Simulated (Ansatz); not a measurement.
# Si2C: relaxing the atoms in a fixed cell

Wanted: the geometry at rest of Si2C (a known structure type filled with other elements, at an estimated volume), relaxing the atoms in a fixed cell, and its electronic structure there.

Method: DFT, r2SCAN, no spin polarisation, plane waves, PAW, in Ansatz 0.2.0.

## 1. Geometry

It takes space group Pbcn (No. 60, orthorhombic). Conventional cell: a = 4.696 Å, b = 5.976 Å, c = 5.167 Å, α = 90.00°, β = 90.00°, γ = 90.00°. C (site symmetry 2) has 6 Si at 2.07 to 2.10 Å as nearest neighbours. Si (site symmetry 1) has 3 C at 2.07 to 2.10 Å as nearest neighbours.

The coordinates stand in the input below.

It starts from an earlier solution of the starting cell (checkpoint.read).

## 2. Relaxing

Contents of input.yaml:

```yaml
crystal:
  lattice:
    - [4.696341, 0.0, 0.0]
    - [0.0, 5.975808, 0.0]
    - [0.0, 0.0, 5.167462]
  atoms:
    - { symbol: C, position: [0.0, 0.375, 0.25] }
    - { symbol: C, position: [0.5, 0.125, 0.75] }
    - { symbol: C, position: [0.0, 0.625, 0.75] }
    - { symbol: C, position: [0.5, 0.875, 0.25] }
    - { symbol: Si, position: [0.245, 0.125, 0.083] }
    - { symbol: Si, position: [0.255, 0.375, 0.583] }
    - { symbol: Si, position: [0.745, 0.375, 0.917] }
    - { symbol: Si, position: [0.755, 0.125, 0.417] }
    - { symbol: Si, position: [0.755, 0.875, 0.917] }
    - { symbol: Si, position: [0.745, 0.625, 0.417] }
    - { symbol: Si, position: [0.255, 0.625, 0.083] }
    - { symbol: Si, position: [0.245, 0.875, 0.583] }
  symmetry: { tolerance: 0.0003 }
kpoints:
  mp_grid: { grid: [4, 4, 4], shift: [0, 0, 0] }
magnetization:
  spin_polarized: false
scf:
  occupations: { method: cold, width: 0.0136 }
  lower_state_search: "off"
hamiltonian:
  pseudopotentials: { kind: paw }
  xc: r2scan
basis:
  ecutwfc: 500
  fft_grid_basis: typed
relax:
  max_steps: 40
output:
  forces: true
  stress: true
  eigenvalues: true
  bader: true
  populations: true
  elf: true
  write_potential: true
  volumetric_format: npy
  dos:
    e_range: [-12, 8]
    de: 0.05
    projected: { site_lists: { C: [C], Si: [Si] } }
checkpoint:
  read: saved_state
```

Command:

```console
$ ansatz run input.yaml --threads 2 --pin off --max-ram 2560MiB --backend cpu --events-out ev --progress --plain --runs-dir out
```

Standard output (excerpt; [...] marks lines left out):

```text
Warning: output.stress: scf.convergence.dr2_threshold = 1e-7 eV (the SCF's general default) is looser than the 1.2e-9 eV advised for a printed stress (1e-10 eV for each atom of the cell: 12). What an SCF threshold leaves in a stress goes as its square root, and in the free energy as the [...]
Warning: RAYON_NUM_THREADS=2 ignored (pool sized by the plan → 2); use --threads N
[...]
Pseudopotentials: kind: paw
Pseudopotential: C, paw, valence charge 4, recommended cutoff 500 eV (meta_gga), C.paw.azcp
Pseudopotential: Si, paw, valence charge 4, recommended cutoff 500 eV (meta_gga), Si.paw.azcp
Functional definition: r2SCAN
[...]
Crystal: 12 atoms, lattice volume = 145.022 Å³
Basis set: ecut = 500 eV, 3699 PW (Γ), exchange–correlation on 144×180×160 points (64 copies of the dense FFT grid, shifted against one another)
Bands: 36, of which v1, the nominal top of the filled ones, is band 24 counted from 1 (23 counted from 0)
Symmetry: 8 space group operations
Space group: Pbcn (ITA 60), of the structure as read, at distance tolerance 1.6e-3 Å
k-points: 27 of 64
[...]
SCF iter   1: F=—  HF=-6104.550761 eV  |F-HF|=—  |Δ(HF+E_count)|=         —  Δρ=2.13e-3  dr2=6.53e-3  dr2_τ=3.62e-4  ethr=1.37e-5  ⟨swp⟩=3.3  Hψ=6956  notcnv=0
[...]
relax step   1: F+E_penalty+E_count = -6104.55178395 eV  Δ(F+E_penalty+E_count) = +0.000e0 eV  max|allowed force component| = 3.992e-1 eV/Å  Δτ_max = 0.0000 Å  (6 SCF iters, accepted)
[...]
relax step   4: F+E_penalty+E_count = -6105.95209854 eV  Δ(F+E_penalty+E_count) = -3.542e-2 eV  max|allowed force component| = 2.108e-1 eV/Å  Δτ_max = 0.0308 Å  (4 SCF iters, dr2 threshold 1.19e-5 eV, accepted)
[...]
relax step   5: F+E_penalty+E_count = -6106.01758853 eV  Δ(F+E_penalty+E_count) = -6.549e-2 eV  max|allowed force component| = 1.477e-1 eV/Å  Δτ_max = 0.0573 Å  (5 SCF iters, dr2 threshold 7.42e-6 eV, accepted)
```

## 3. The output, continued

The log, continued (excerpt; [...] marks lines left out):

```text
SCF iter   1: F=—  HF=-6106.029399 eV  |F-HF|=—  |Δ(HF+E_count)|=         —  Δρ=3.13e-3  dr2=1.30e-2  dr2_τ=2.04e-2  ethr=1.51e-4  ⟨swp⟩=5.0  Hψ=2887  notcnv=0  defer=151
[...]
relax step   6: F+E_penalty+E_count = -6106.03137966 eV  Δ(F+E_penalty+E_count) = -1.379e-2 eV  max|allowed force component| = 5.092e-2 eV/Å  Δτ_max = 0.0343 Å  (5 SCF iters, dr2 threshold 1.07e-5 eV, accepted)
[...]
relax step   7: F+E_penalty+E_count = -6106.03416148 eV  Δ(F+E_penalty+E_count) = -2.782e-3 eV  max|allowed force component| = 1.282e-2 eV/Å  Δτ_max = 0.0125 Å  (5 SCF iters, dr2 threshold 3.08e-7 eV, accepted)
[...]
relax step   8: F+E_penalty+E_count = -6106.03435310 eV  Δ(F+E_penalty+E_count) = -1.916e-4 eV  max|allowed force component| = 1.945e-3 eV/Å  Δτ_max = 0.0039 Å  (4 SCF iters, accepted)
[...]
    - { symbol: Si, position: [0.20881783598412906, 0.9139100147718107, 0.584146526912447] }
--- Löwdin populations: 12 sites ---
  site symbol       q [e]
     0      C      4.8190
     1      C      4.8190
     2      C      4.8190
     3      C      4.8190
     4     Si      3.4795
     5     Si      3.4795
     6     Si      3.4795
     7     Si      3.4795
     8     Si      3.4795
     9     Si      3.4795
    10     Si      3.4795
    11     Si      3.4795
  spilling = 0.018491 (of n_electrons = 48.000000)
--- Bader charges: 12 sites ---
  site symbol  charge [e]  shift [e]
     0      C     -2.1872     0.0256
     1      C     -2.1872     0.0256
     2      C     -2.1872     0.0256
     3      C     -2.1872     0.0256
     4     Si      1.0936     0.0128
     5     Si      1.0936     0.0128
     6     Si      1.0936     0.0128
     7     Si      1.0936     0.0128
     8     Si      1.0936     0.0128
     9     Si      1.0936     0.0128
    10     Si      1.0936     0.0128
    11     Si      1.0936     0.0128
  estimated error of the sums over rays = 8.4e-4 e
```

Wall time 3.7 min (2 threads of Arm Neoverse V1, shared host); peak memory 0.82 GiB.

The steps of the relaxation:

```tsv
step	energy from step 1 (eV/cell)	largest force component (eV/Å)
1	0.0000	0.3992
2	-0.4093	0.6527
3	-1.3649	0.2668
4	-1.4003	0.2108
5	-1.4658	0.1477
6	-1.4796	0.0509
7	-1.4824	0.0128
8	-1.4826	0.0019
```

Step 1 is the start.

The largest move, 0.29 Å, is shared by several atoms, Si9 among them.

## 4. Total and projected density of states

Counts of states in windows (eV from the Fermi level; tetrahedra), total and projected:

```tsv
from	to	total	C s	C p	Si s	Si p
-4.5	-4.0	1.99	0.08	0.76	0.22	0.89
-4.0	-3.5	2.20	0.10	0.89	0.25	0.91
-3.5	-3.0	2.23	0.10	0.96	0.25	0.86
-3.0	-2.5	1.38	0.04	0.61	0.15	0.53
-2.5	-2.0	0.73	0.04	0.12	0.20	0.33
-2.0	-1.5	1.21	0.09	0.18	0.32	0.56
-1.5	-1.0	1.78	0.11	0.29	0.42	0.86
-1.0	-0.5	2.27	0.15	0.36	0.53	1.09
-0.5	0.0	2.21	0.18	0.35	0.51	1.02
0.0	0.5	1.09	0.10	0.17	0.23	0.51
0.5	1.0	2.08	0.14	0.36	0.32	1.06
1.0	1.5	2.68	0.17	0.48	0.46	1.31
1.5	2.0	1.95	0.15	0.35	0.30	0.93
```

## 5. Charges

Gathered by element (positive charge: electrons given up): Löwdin charges also hold the electrons that the projection spills.

```tsv
element	atoms	Bader charge (e)	Bader volume (Å³)	Löwdin charge (e)
C	4	-2.19	13.8	-0.82
Si	8	+1.09	11.2	+0.52
```

Löwdin charges rest on a small set of atomic orbitals that misses 1.8 % of the electrons, so they need not add up to the cell's charge and can differ from Bader's even in sign.

## 6. Fields in real space

Maps in the plane spanned by a and c at height 0.414 along b (axes of the input's cell), one cell: a runs left to right (14 points from zero), c bottom to top (16 points), 90° apart. Inside the augmentation spheres the fields are the smooth ones.

Valence density. Ten steps from '0' (0.04 e/Å³) to '9' (1.61 e/Å³), finer at the low end (step k begins (100^(k/10) - 1)/99 of the way up):
```
43345566640466
43444556642566
54455566665665
55666666666665
55665666655544
46652466554443
46640466655433
56665676655544
67776666665666
88766555556678
99865544555689
99865444445689
99865554455689
88766555556678
66665666666777
54455566765666
```

ELF. Values, 16 rows by 14 columns:
```
0.17 0.08 0.11 0.21 0.34 0.46 0.58 0.69 0.53 0.28 0.66 0.32 0.51 0.46
0.21 0.11 0.13 0.21 0.29 0.35 0.43 0.55 0.42 0.22 0.44 0.34 0.58 0.52
0.27 0.22 0.30 0.40 0.43 0.42 0.43 0.50 0.53 0.38 0.33 0.52 0.68 0.51
0.29 0.39 0.56 0.61 0.56 0.55 0.53 0.49 0.53 0.55 0.56 0.61 0.56 0.39
0.27 0.51 0.68 0.52 0.33 0.38 0.53 0.50 0.43 0.42 0.43 0.40 0.30 0.22
0.21 0.52 0.58 0.34 0.44 0.22 0.42 0.55 0.43 0.35 0.29 0.21 0.13 0.11
0.17 0.46 0.51 0.32 0.66 0.28 0.53 0.69 0.58 0.46 0.34 0.21 0.11 0.08
0.25 0.50 0.68 0.51 0.31 0.43 0.75 0.79 0.70 0.58 0.42 0.31 0.23 0.19
0.58 0.64 0.73 0.72 0.58 0.66 0.78 0.78 0.71 0.57 0.45 0.46 0.51 0.55
0.77 0.78 0.71 0.59 0.52 0.55 0.62 0.64 0.59 0.46 0.43 0.58 0.73 0.79
0.60 0.72 0.74 0.49 0.30 0.30 0.37 0.42 0.40 0.32 0.36 0.59 0.80 0.76
0.29 0.61 0.77 0.53 0.28 0.23 0.29 0.32 0.29 0.23 0.28 0.53 0.77 0.61
0.60 0.76 0.80 0.59 0.36 0.32 0.40 0.42 0.37 0.30 0.30 0.49 0.74 0.72
0.77 0.79 0.73 0.58 0.43 0.46 0.59 0.64 0.62 0.55 0.52 0.59 0.71 0.78
0.58 0.55 0.51 0.46 0.45 0.57 0.71 0.78 0.78 0.66 0.58 0.72 0.73 0.64
0.25 0.19 0.23 0.31 0.42 0.58 0.70 0.79 0.75 0.43 0.31 0.51 0.68 0.50
```

Atoms within 0.2 Å of the plane, in fractions of a and c: Si at (0.29, 0.58), Si at (0.71, 0.92).

Scans along the contacts give these minima of the density:

```tsv
contact	length (Å)	minimum at (fraction)	density (e/Å³)	ELF
C1–Si10	2.083	none clear	–	–
Si5–Si9	2.380	none clear	–	–
```

## 7. Results

| quantity | value |
| --- | --- |
| moves | 7 |
| energy gained | 123.5 meV/atom |
| largest move | 0.29 Å (Si) |
| space group (0.01 Å), before / after | Pbcn / Pbcn |
| pressure left in the fixed cell | -5.6 GPa |
| character | metal |
| density of states, mean within 0.25 eV of the Fermi level | 2.6 per eV per cell |
| Bader charges | C -2.19, Si +1.09 e |

In words: In the fixed cell the largest move of an atom is 0.29 Å; the energy fell by 123.5 meV per atom. The fixed cell still holds a mean pressure of -5.6 GPa, so it would shrink if let free. With 8 symmetry operations imposed, the end may be a saddle point towards distortions that break them. The cell is metallic; within 0.25 eV of the Fermi level the density of states averages 2.6 per eV per cell, mostly Si p (46 %), Si s (22 %) and C p (16 %). By Bader's partition Si gives up most (+1.09 e) and C takes most (-2.19 e).

Caveats: the k mesh is coarse for a cell without a gap; the SCF threshold is loose for a stress.
